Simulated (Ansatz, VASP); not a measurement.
# One calculation of Ag, two programs

INCAR

```
AGGAC = 1.0
AGGAX = 1.0
ALDAC = 0.0
ALDAX = 1.0
ALGO = Normal
EDIFF = 1E-6
EDIFFG = -0.01
ENCUT = 600
GGA = B5
IBRION = 2
ISIF = 3
ISMEAR = -1
LASPH = T
LCHARG = F
LREAL = F
LWAVE = F
NELM = 80
NSW = 80
PREC = Accurate
SIGMA = 0.1
```

The input KPOINTS:

```
k-points
0
Gamma
  10 10 10
```

File POSCAR:

```
Ag
1.0
    0.0000000000      2.8449690438      2.8449690438
    2.8449690438      0.0000000000      2.8449690438
    2.8449690438      2.8449690438      0.0000000000
Ag
2
Direct
    0.1250000000      0.1250000000      0.1250000000
    0.8750000000      0.8750000000      0.8750000000
```

Input for Ansatz:

```yaml
crystal:
  lattice:
    - [0.0, 2.8449690438, 2.8449690438]
    - [2.8449690438, 0.0, 2.8449690438]
    - [2.8449690438, 2.8449690438, 0.0]
  atoms:
    - { symbol: Ag, position: [0.125, 0.125, 0.125] }
    - { symbol: Ag, position: [0.875, 0.875, 0.875] }
hamiltonian:
  xc: blyp
  pseudopotentials:
    kind: paw
    azcp:
      Ag: "pseudopotentials/Ag.paw.azcp"
basis:
  ecutwfc: 420
  fft_grid_basis: typed
kpoints:
  mp_grid: { grid: [10, 10, 10], shift: [0, 0, 0] }
magnetization:
  spin_polarized: false
scf:
  occupations: { method: fermi_dirac, width: 0.1 }
relax:
  max_steps: 60
  f_tol: 0.01
  cell: {}
output:
  write_density: true
  write_potential: true
  elf: true
  volumetric_format: npy
```

The cell was built by a generator and needn't be a form met in nature.

Alike in both runs: task relaxation of cell and atoms; functional BLYP; k mesh 10 × 10 × 10; occupations fermi-dirac, width 0.1 eV; no spin polarisation.

```csv
,VASP,Ansatz
version,VASP 6.6.1,Ansatz 0.2.0
potentials or method,"VASP PAW PBE potentials, release 64 (Ag)","plane waves (420 eV) with PAW, scalar-relativistic"
plane-wave cutoff (eV),600,420
valence electrons in the cell,22,38
```

|  | VASP | Ansatz | Ansatz less VASP |
| --- | --- | --- | --- |
| relaxed volume (Å³/atom) | 32.49 | 32.40 | -0.093 |
| relaxed cell length with the largest relative difference (Å) | 4.513 | 4.508 | -0.0043 |
| energy change over the relaxation (meV/atom) | -437 | -434 | +2.4 |

The two sets of potentials don't hold the same shells in valence.

Caveats: the volume moved by over 15 % at a fixed basis, so the end points are rough (VASP); the PAW data sets were made with another functional, which shifts forces and pressure a little (VASP).
